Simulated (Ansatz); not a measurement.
Compare A (`C#CCC`) with its isomer B (`C=C1CC1`).

Computed with Ansatz on PBE0-D4/def2-TZVP structures; ΔE is electronic, products minus reactants. CCSD(T)/CBS is the MP2 limit (def2-TZVPP, def2-QZVPP) plus CCSD(T) − MP2 in def2-TZVPP, frozen cores. DFT in def2-TZVPP. B3LYP here is the variant with VWN-RPA as its local correlation; programs differ in this.

A:

```xyz
10

C    -0.493    1.177    1.900
C    -0.535    0.603    0.846
C    -0.558   -0.098   -0.427
C     0.807   -0.656   -0.821
H    -0.463    1.687    2.834
H    -1.292   -0.908   -0.371
H    -0.919    0.588   -1.201
H     0.743   -1.174   -1.780
H     1.543    0.144   -0.909
H     1.167   -1.363   -0.072
```

B:

```xyz
10

C     0.1003   -1.6271   -0.3771
C     0.0218   -0.3488   -0.0809
C    -0.4223    0.9880   -0.4571
C     0.3164    0.7295    0.8551
H    -0.3145   -2.0172   -1.3004
H     0.5823   -2.3312    0.2926
H     0.1122    1.5130   -1.2423
H    -1.4812    1.2197   -0.4033
H    -0.2541    0.7904    1.7763
H     1.3390    1.0837    0.9371
```

(1) Which is lower in electronic energy at CCSD(T)/CBS, and by how much? (An estimate is asked.)

(2) Give E(B) − E(A) in kJ/mol with CCSD(T)/def2-TZVPP, HF/def2-TZVPP, r2SCAN-D4, CCSD(T)/def2-SVP, BLYP-D4, B3LYP-D4, B3LYP. (Best estimate.)

(3) Does the order hold for the free energy at 298.15 K (harmonic terms from PBE0-D4)? (Estimate.)

Largest T1 diagnostic: 0.011.

## Answers

(1) Ansatz gave: A, by 27.3 kJ/mol.

(2) The calculation gave: CCSD(T)/def2-TZVPP 26.1, HF/def2-TZVPP 35.6, r2SCAN-D4 5.3, CCSD(T)/def2-SVP 19.2, BLYP-D4 21.3, B3LYP-D4 18.4, B3LYP 19.6. None reverses the order clearly.

(3) Ansatz gave: Yes: G(B) − G(A) = +32.6 kJ/mol.

At CCSD(T), def2-SVP lies −8.1 kJ/mol from the extrapolated value and def2-TZVPP −1.2 kJ/mol. Leaving LDA and LC-ωPBE aside and taking each functional with its dispersion term where it has one, the values, not all of them listed here, spread over 28.1 kJ/mol, from PBE0-D4 to B2PLYP. LDA lies −14.7 kJ/mol from PBE without D4.
